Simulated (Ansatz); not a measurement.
# AgCl: the cost of one run

Program: Ansatz 0.2.0. Level of theory: DFT PBE, scalar-relativistic, plane waves, PAW. These are calculated values, not measurements.

1 further run of the same task is left out (set aside as unsound or not needed).

**1. The system as given**

Symmetry: Fm-3m, No. 225, cubic system. The conventional cell has a = 5.546 Å, b = 5.546 Å, c = 5.546 Å, α = 90.00°, β = 90.00°, γ = 90.00°. Ag (site symmetry m-3m) has 6 Cl at 2.77 Å as nearest neighbours. Cl (site symmetry m-3m) is surrounded by 6 Ag at 2.77 Å.

Coordinates:

```cif
data_structure
_symmetry_space_group_name_H-M 'Fm-3m'
_symmetry_Int_Tables_number 225
_cell_length_a 5.5463
_cell_length_b 5.5463
_cell_length_c 5.5463
_cell_angle_alpha 90.000
_cell_angle_beta 90.000
_cell_angle_gamma 90.000
_cell_volume 170.61
loop_
_atom_site_label
_atom_site_type_symbol
_atom_site_symmetry_multiplicity
_atom_site_Wyckoff_symbol
_atom_site_fract_x
_atom_site_fract_y
_atom_site_fract_z
_atom_site_occupancy
Ag1 Ag 4 b 0.50000 0.00000 0.00000 1
Cl1 Cl 4 a 0.00000 0.00000 0.00000 1
```

The structure comes from the Crystallography Open Database.

**2. One atom moved**

Against the listed cell: atom 1 (Ag) moved by 0.15 Å.

File input.yaml:

```yaml
crystal:
  lattice:
    - [0.0, 2.77315, 2.77315]
    - [2.77315, 0.0, 2.77315]
    - [2.77315, 2.77315, 0.0]
  atoms:
    - { symbol: Ag, position: [0.5270450571, 0.4729549429, 0.5270450571] }
    - { symbol: Cl, position: [0.0, 0.0, 0.0] }
basis:
  ecutwfc: 420
kpoints:
  mp_grid: { grid: [8, 8, 8] }
hamiltonian:
  xc: pbe
scf:
  occupations: { method: gaussian, width: 0.02 }
output:
  forces: true
  stress: true
  eigenvalues: true
```

Run with:

```
> ansatz run input.yaml --threads 1 --pin off --max-ram 1331MiB --backend cpu --events-out ev --progress --plain --runs-dir out
```

What time and memory should one allow on 1 thread of an x86-64 CPU, shared host?

About 6.6 s, with a peak of 0.36 GiB.
